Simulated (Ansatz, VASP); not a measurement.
## AlN: VASP beside Ansatz

```
CELL_PARAMETERS angstrom
3.11300 0.00000 0.00000
-1.55650 2.69594 0.00000
0.00000 0.00000 4.98100
ATOMIC_POSITIONS crystal
Al 0.33333 0.66667 0.99900
Al 0.66667 0.33333 0.49900
N 0.33333 0.66667 0.38100
N 0.66667 0.33333 0.88100
```

Alike in both runs: functional PBE; k mesh 9 × 9 × 6; no spin polarisation.

Ansatz relaxed the structure, and its values are those at the end. VASP's run is a single point on that final structure, the one shown.

|  | VASP | Ansatz |
| --- | --- | --- |
| version | VASP 6.6.1 | Ansatz 0.2.0 |
| potentials or method | VASP PAW PBE potentials, release 64 (Al, N) | scalar-relativistic, plane waves, PAW |
| plane-wave cutoff (eV) | 520 | 420 |
| occupations | gaussian, width 0.01 eV | fixed |
| valence electrons in the cell | 16 | 16 |

|  | VASP | Ansatz | Ansatz less VASP |
| --- | --- | --- | --- |
| gap on the k mesh at the Fermi level (eV) | 4.19 | 4.18 | -0.011 |
| least direct gap on the mesh (eV) | 4.19 | 4.18 | -0.011 |
| pressure (GPa) | 3.4 | 3.7 | +0.25 |

Ansatz warned: «stress_scf_threshold_loose».

Caveats: an odd mesh through Γ misses points on the zone boundary, where band edges often lie.
